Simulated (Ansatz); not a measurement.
Runs of Ansatz 0.2.0 on CuI (Marshite). It takes space group F-43m (No. 216, cubic). Conventional cell: a = 6.063 Å, b = 6.063 Å, c = 6.063 Å, α = 90.00°, β = 90.00°, γ = 90.00°. I (site symmetry -43m) has 4 Cu at 2.63 Å as nearest neighbours. Around Cu (site symmetry -43m) lie 4 I at 2.63 Å. 

| task | level | potentials or basis | U | cutoff (eV) | basis error allowed | gap on the mesh (eV) | pressure (GPa) |
| --- | --- | --- | --- | --- | --- | --- | --- |
| band structure | PBEsol | all-electron LAPW, inner shells corrected to Dirac's equation | - | 283 | 0.001 eV/atom | 1.01 | -2.6 |
| band structure | PBEsol | all-electron PAW datasets made for the crystal | - | 220 | - | 1.01 | -2.6 |
| band structure | PBEsol | all-electron LAPW, non-relativistic | - | 282 | 0.001 eV/atom | 1.99 | (a) |
| density of states | PBEsol+U | all-electron LAPW, scalar-relativistic | Cu d U = 4 eV | 283 | 0.001 eV/atom | (b) | -1.9 |
| density of states | PBEsol+U | all-electron LAPW, scalar-relativistic | Cu d U = 2 eV | 283 | 0.001 eV/atom | 1.40 | -2.2 |

Alike in all rows: no spin polarisation; cell as given; k mesh 8 × 8 × 8; smearing fermi-dirac 0.05 eV.

Q: Estimate the missing entries.

A: (a) -1.8; (b) 1.72.

Caveats: spin-orbit coupling is left out, which moves the levels of the heavy elements; U is the effective U less J, on atomic orbitals that reach past the spheres (some runs); relativity is left out, which matters for the heavier elements (some runs).

A k mesh can miss the band edges, and the runs leave out spin-orbit coupling on I.

The runs don't all hold the same shells in valence.
